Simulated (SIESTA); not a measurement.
The system is Ga.

```
Ga
1.0
    -1.38440    1.38440    2.31122
     1.38440   -1.38440    2.31122
     1.38440    1.38440   -2.31122
Ga
1
Cartesian
  0.0000 0.0000 0.0000
```

This isn't the form of Ga at room conditions, which is orthorhombic.

| Item | Value |
| --- | --- |
| Program | SIESTA 5.4.2 |
| Task | single point |
| Functional | PBE |
| Potentials or basis | PseudoDojo 0.4 standard (PBE files) |
| Basis | DZP (energy shift 0.002 Ry; radii capped at 9.5 bohr) |
| Grid cutoff | 800 Ry |
| Energy shift | 0.002 Ry |
| k mesh | 13 × 13 × 13 |
| Occupations | fermi-dirac, width 0.05 eV |
| Spin | no spin polarisation |

On this cell: pressure 4.6 GPa; band gap on the k mesh none (metal or under the smearing width).

The same run follows on a disturbed copy (cell strained at random at fixed volume):

```
CELL_PARAMETERS angstrom
-1.34574 1.36748 2.27974
1.38532 -1.38141 2.31180
1.38426 1.41993 -2.28809
ATOMIC_POSITIONS crystal
Ga 0.00017 0.01188 0.01187
```

What changes?

The energy (extrapolated to zero smearing) moves by +0.4 meV/atom; pressure 5.0 GPa; band gap on the k mesh none (metal or under the smearing width).

Stress tensor (GPa, compression positive):
```
 5.09  0.28 -0.07
 0.28  5.09 -0.01
-0.07 -0.01  4.87
```

Caveats: semicore shells carry a single zeta, which can move pressures by several GPa and volumes by a few percent; the basis of atomic orbitals isn't converged, which shifts pressures, moduli and gaps.
